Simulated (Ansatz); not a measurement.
Random displacements in Mo

Level of theory: DFT PBE, scalar-relativistic, plane waves, PAW (Ansatz). Settings: plane waves to 420 eV, k-mesh 12×12×12 (Γ-centred), Gaussian smearing 0.15 eV. No spin polarisation. Energies are free energies at this smearing, counted from the undisturbed cell; pressure is positive in compression.

The undisturbed cell (as given, not relaxed at this level):

```
Mo
1.0
    -3.14200   -3.14200    3.14200
    -3.14200    3.14200   -3.14200
     3.14200   -3.14200   -3.14200
Mo
8
Direct
  0.50000 0.50000 0.50000
  0.00000 0.50000 0.50000
  0.50000 0.00000 0.50000
  0.00000 0.00000 0.50000
  0.50000 0.50000 0.00000
  0.00000 0.50000 0.00000
  0.50000 0.00000 0.00000
  0.00000 0.00000 0.00000
```

The atoms are displaced (Å, in the unstrained cell):

```tsv
atom	ux	uy	uz
Mo1	-0.166	0.194	-0.276
Mo2	0.201	-0.114	-0.123
Mo3	0.341	0.195	0.198
Mo4	-0.173	0.109	-0.022
Mo5	-0.212	-0.092	0.165
Mo6	0.115	-0.387	0.053
Mo7	-0.094	0.256	-0.137
Mo8	-0.012	-0.162	0.142
```

Strain (Voigt, engineering shear): (0.0029, 0.0136, 0.0075, 0.0014, -0.0291, 0.0009).

Q: What are the energy change, the stress and the forces?

A: ΔE = 617.5 meV/atom; stress (xx, yy, zz, yz, xz, xy; compression positive) (13.26, 22.97, 14.73, -2.39, 6.62, -0.61) GPa.
```
atom Fx (eV/Å) Fy Fz
 Mo1       2.02  -4.92   3.54
 Mo2      -0.92   1.36   0.37
 Mo3      -6.69  -0.69  -4.43
 Mo4       2.01  -0.48  -0.56
 Mo5       0.85   1.27  -1.61
 Mo6       1.95   5.17   2.45
 Mo7       0.26  -3.14   1.18
 Mo8       0.51   1.41  -0.93
```

Cost: 1 run of about 5.6 core-minutes, on Oxide Virtual Turin-like Processor (Zen 5) (shared hosts).